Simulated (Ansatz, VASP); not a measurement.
# TiB2: VASP beside Ansatz

INCAR

```
SYSTEM = TiB2
PREC = Accurate
ENCUT = 600
EDIFF = 1E-7
ISMEAR = -1
SIGMA = 0.05
LREAL = .False.
LASPH = .True.
NELM = 80
ALGO = Normal
ISIF = 3
LWAVE = .False.
LCHARG = .False.
GGA = PS
IBRION = 2
NSW = 80
EDIFFG = -0.02
```

KPOINTS

```
regular mesh
0
Gamma
  10 10 8
  0 0 0
```

POSCAR

```
TiB2
1.0
    3.0292000000      0.0000000000      0.0000000000
   -1.5146000000      2.6233641531      0.0000000000
    0.0000000000      0.0000000000      3.2284000000
Ti B
1 2
Direct
    0.0000000000      0.0000000000      0.0000000000
    0.6666666667      0.3333333333      0.5000000000
    0.3333333333      0.6666666667      0.5000000000
```

The input input.yaml:

```yaml
crystal:
  lattice:
    - [3.0292, 0.0, 0.0]
    - [-1.5146, 2.6233641531, 0.0]
    - [0.0, 0.0, 3.2284]
  atoms:
    - { symbol: Ti, position: [0.0, 0.0, 0.0] }
    - { symbol: B, position: [0.6666666667, 0.3333333333, 0.5] }
    - { symbol: B, position: [0.3333333333, 0.6666666667, 0.5] }
kpoints:
  mp_grid: { grid: [10, 10, 8] }
scf:
  occupations: { method: fermi_dirac, width: 0.05 }
hamiltonian:
  xc: pbesol
  pseudopotentials: { kind: all_electron, lapw: { basis_error: 0.002 } }
output:
  forces: true
  stress: true
relax:
  f_tol: 0.02
  max_steps: 60
  cell: {}
```

Alike in both runs: task relaxation of cell and atoms; functional PBEsol; k mesh 10 × 10 × 8; occupations fermi-dirac, width 0.05 eV; no spin polarisation.

|  | VASP | Ansatz |
| --- | --- | --- |
| version | VASP 6.6.1 | Ansatz 0.2.0 |
| potentials or method | VASP PAW PBE potentials, release 64 (Ti_sv, B) | all-electron LAPW, scalar-relativistic |
| plane-wave cutoff (eV) | 600 | see its input |

VASP gave:

* relaxed volume (Å³/atom): 8.39
* relaxed cell length with the largest relative difference (Å): 3.018
* energy change over the relaxation (meV/atom): -3

Task: Estimate Ansatz's values.

Result: Relaxed volume (Å³/atom): 8.37; relaxed cell length with the largest relative difference (Å): 3.016; energy change over the relaxation (meV/atom): -3.

Ansatz ran all-electron here, so the differences hold the error of VASP's frozen core and of both bases.

Caveats: the PAW data sets were made with another functional, which shifts forces and pressure a little (VASP).
